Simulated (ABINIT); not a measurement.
Planning a run of ABINIT 10.8.3 on AlAs (F-43m). The input:

```
acell 3*1.0 Angstrom
rprim 
  0.000000000000 2.830400000000 2.830400000000
  2.830400000000 0.000000000000 2.830400000000
  2.830400000000 2.830400000000 -0.000000000000
ntypat 2
znucl 13 33
natom 2
typat 1 2
xred 
  0.000000000000 0.000000000000 0.000000000000
  0.250000000000 0.250000000000 0.250000000000
pp_dirpath "pseudos"
pseudos "Al.upf, As.upf"
ecut 44
ngkpt 4 4 4
nshiftk 1
shiftk 0 0 0
kptopt 1
chksymbreak 0
istwfk *1
occopt 1
irdwfk 1
optdriver 4
nband 261
gwcalctyp 0
ecutsigx 44
symsigma 1
nkptgw 8
kptgw 
  0.0000000000 0.0000000000 0.0000000000
  0.2500000000 0.0000000000 0.0000000000
  0.5000000000 0.0000000000 0.0000000000
  0.2500000000 0.2500000000 0.0000000000
  0.5000000000 0.2500000000 0.0000000000
  -0.2500000000 0.2500000000 0.0000000000
  0.5000000000 0.5000000000 0.0000000000
  -0.2500000000 0.5000000000 0.2500000000
bdgw 
  11 17
  11 17
  11 17
  11 17
  11 17
  11 17
  11 17
  11 17
ecuteps 9
irdscr 1
ppmodel 1
indata_prefix "in"
outdata_prefix "out"
tmpdata_prefix "tmp"
```

```sh
OMP_NUM_THREADS=1 mpirun -n 8 abinit run.abi > log
```

Question: How long will it take on 8 MPI ranks of Arm Neoverse V2, shared host, and how much memory?

It took 4 min; on shared hardware allow 2 min to 8.1 min. Peak host memory was 3.3 GiB.

[Paths, hosts, dates, memory and timing lines, banners, echoed tables and standing remarks are left out of the program output.]

[Logs are printed without paths, hosts, clocks, repeated set-up lines and the standing remarks that a program may print on its own settings, such as how far it seeks lower states.]

[Runs of the session that timed out or met a known fault of the program may be left out.]

[Hosts, paths, dates, database ids (printed as entryN), source tags and the programs' standing remarks are cut or masked in the printed files.]

[G0W0 gaps are taken among the corrected bands and points alone; a level outside them can change the order at an edge.]

[Where Ansatz stands beside ABINIT at settings called matched, ABINIT's density can come from a denser mesh and the files from another edition; pairs whose starting gaps differed by over 0.03 eV were left out, so agreement reads better than it is.]
